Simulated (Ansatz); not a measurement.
# Rigid cleavage in TiAl

Computed with DFT PBE, scalar-relativistic, plane waves, PAW in Ansatz 0.2.0. Cutoff 420 eV, Γ-centred 21×21×5 k-points, Gaussian smearing of 0.15 eV. No spin polarisation. Energies are free energies at this smearing, counted from the undisturbed cell; pressure is positive in compression.

The undisturbed cell (relaxed at this level; it needn't be the usual structure):

```
Ti Al
1.0
    -2.82209    0.00000    0.00000
     0.00000   -2.82209    0.00000
     0.00000    0.00000   12.23030
Ti Al
3 3
Direct
  0.00000 0.00000 0.75000
  0.00000 0.00000 0.08333
  0.00000 0.00000 0.41667
  0.50000 0.50000 0.91667
  0.50000 0.50000 0.25000
  0.50000 0.50000 0.58333
```

The cut lies on the cell's a–b face, a (0 0 1) plane (indices in the standard cell, whose axes needn't be the Cartesian ones shown) of area 7.96 Å², between layers 2.04 Å apart. Vector c is lengthened by d along the normal with the atoms' Cartesian places fixed: one unrelaxed cut a cell. The cell is metallic on the mesh throughout.

| d (Å) | energy (J/m²) | traction dE/dd (GPa) |
| --- | --- | --- |
| -0.30 | 0.38 | -28.7 |
| -0.15 | 0.08 | -12.0 |
| 0.00 | 0.00 | 0.1 |
| 0.25 | 0.18 | 13.1 |
| 0.50 | 0.60 | 19.8 |
| 0.75 | 1.13 | 22.1 |
| 1.00 | 1.69 | 21.8 |
| 1.50 | 2.68 | 17.5 |
| 2.00 | 3.42 | 11.7 |
| 3.00 | 4.12 | 3.5 |
| 4.50 | 4.32 | 0.3 |
| 6.00 | 4.33 | 0.0 |